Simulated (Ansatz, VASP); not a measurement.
## V in VASP and in Ansatz

Contents of INCAR:

```
SYSTEM = V
  ALGO = Normal
  EDIFF = 1E-7
  ENCUT = 520
  GGA = RE
  ISIF = 2
  ISMEAR = -1
  LASPH = .TRUE.
  LCHARG = .FALSE.
  LREAL = .FALSE.
  LWAVE = .FALSE.
  NBANDS = 20
  NELM = 60
  PREC = Accurate
  SIGMA = 0.1
```

File KPOINTS:

```
k-points
0
G
  15 15 8
  0 0 0
```

File POSCAR:

```
V
1.0
    2.5220281602      0.0000000000      0.0000000000
   -1.2610140801      2.1841404558      0.0000000000
    0.0000000000      0.0000000000      4.5085440052
V
2
Direct
    0.3333333333      0.6666666667      0.2500000000
    0.6666666667      0.3333333333      0.7500000000
```

Input for Ansatz:

```yaml
crystal:
  lattice:
    - [2.5220281602, 0.0, 0.0]
    - [-1.2610140801, 2.1841404558, 0.0]
    - [0.0, 0.0, 4.5085440052]
  atoms:
    - { symbol: V, position: [0.3333333333, 0.6666666667, 0.25] }
    - { symbol: V, position: [0.6666666667, 0.3333333333, 0.75] }
hamiltonian:
  xc: revpbe
  pseudopotentials:
    kind: paw
    azcp:
      V: "pseudopotentials/V.paw.azcp"
basis:
  ecutwfc: 420
  fft_grid_basis: typed
kpoints:
  mp_grid: { grid: [15, 15, 8], shift: [0, 0, 0] }
magnetization:
  spin_polarized: false
scf:
  occupations: { method: fermi_dirac, width: 0.1 }
  lower_state_search: "off"
output:
  stress: true
```

Alike in both runs: task single point; functional revPBE; k mesh 15 × 15 × 8; occupations fermi-dirac, width 0.1 eV; no spin polarisation.

```csv
,VASP,Ansatz
version,VASP 6.6.1,Ansatz 0.2.0
potentials or method,"VASP PAW PBE potentials, release 64 (V_sv)","plane waves (420 eV) with PAW, scalar-relativistic"
plane-wave cutoff (eV),520,420
valence electrons in the cell,26,26
```

Ansatz gave:

```
pressure (GPa)                                  : 26.9
largest component of the traceless stress (GPa) : 0.25
```

Which values does VASP return?

Pressure (GPa): 27.3; largest component of the traceless stress (GPa): 0.23.

Caveats: so large a pressure means that the cell lies far from this level's equilibrium, or that cutoff or potentials fall short (VASP); the potentials were made for another functional, which shifts forces and pressure (VASP).
